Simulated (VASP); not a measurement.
W: relaxation of cell and atoms with r2SCAN+rVV10

W:

```xyz
1
Lattice="-1.5823 1.5823 1.5823 1.5823 -1.5823 1.5823 1.5823 1.5823 -1.5823" Properties=species:S:1:pos:R:3 pbc="T T T"
W     0.0000    0.0000    0.0000
```

| Item | Value |
| --- | --- |
| Program | VASP 6.6.1 |
| Task | relaxation of cell and atoms |
| Functional | r2SCAN |
| Dispersion | rVV10 |
| Potentials or basis | VASP PAW PBE potentials, release 64 (W_sv) |
| Cutoff | 600 eV |
| k mesh | 12 × 12 × 12 |
| Occupations | fermi-dirac, width 0.05 eV |
| Spin | no spin polarisation |
| Further INCAR settings | ALGO = Normal; EDIFF = 1e-06; IBRION = 2; EDIFFG = -0.005; NSW = 40; ISIF = 3 |

```json
{"Relaxed volume": "15.91 Å³/atom", "Relaxed cell": "a = 2.744 Å, b = 2.744 Å, c = 2.744 Å, α = 109.47°, β = 109.47°, γ = 109.47°", "Space group after relaxing (to 0.05 Å)": "Im-3m (No. 229)", "Energy gained by relaxing": "0.2 meV/atom", "Ionic steps": "3", "Pressure after relaxing": "0.0 GPa", "Band gap on the k mesh": "none (metal or under the smearing width)"}
```

Step by step:
| step | energy change (eV) | largest force (eV/Å) | pressure (GPa) | volume (Å³) |
| --- | --- | --- | --- | --- |
| 1 | 0.0000 | 0.0000 | 1.22 | 15.85 |
| 2 | 0.0028 | 0.0000 | -4.36 | 16.13 |
| 3 | -0.0002 | 0.0000 | -0.01 | 15.91 |

Final structure:
```
W
1.0
    -1.58429    1.58429    1.58429
     1.58429   -1.58429    1.58429
     1.58429    1.58429   -1.58429
W
1
Direct
  0.00000 0.00000 0.00000
```

Levels at points of the mesh, in eV from the Fermi level:
```tsv
k point	band 3	band 4	band 5	band 6	band 7	band 8	band 9	band 10	band 11
(0.00, 0.00, 0.00)	-38.84	-38.84	-9.99	-1.14	-1.14	-1.14	2.69	2.69	15.37
(0.50, 0.00, 0.00)	-39.28	-38.85	-6.41	-3.60	0.63	2.52	3.57	6.45	11.74
(0.50, 0.50, 0.50)	-39.79	-39.79	-5.87	-5.87	5.45	5.45	5.45	8.64	8.64
```

Wall time 110 s on 1 thread of Intel(R) Xeon(R) 6975P-C (Granite Rapids), on a shared host, peak memory 0.23 GiB.

Caveat: the PAW data sets were made with another functional, which shifts forces and pressure a little. Zero-point motion and thermal expansion aren't in these numbers.
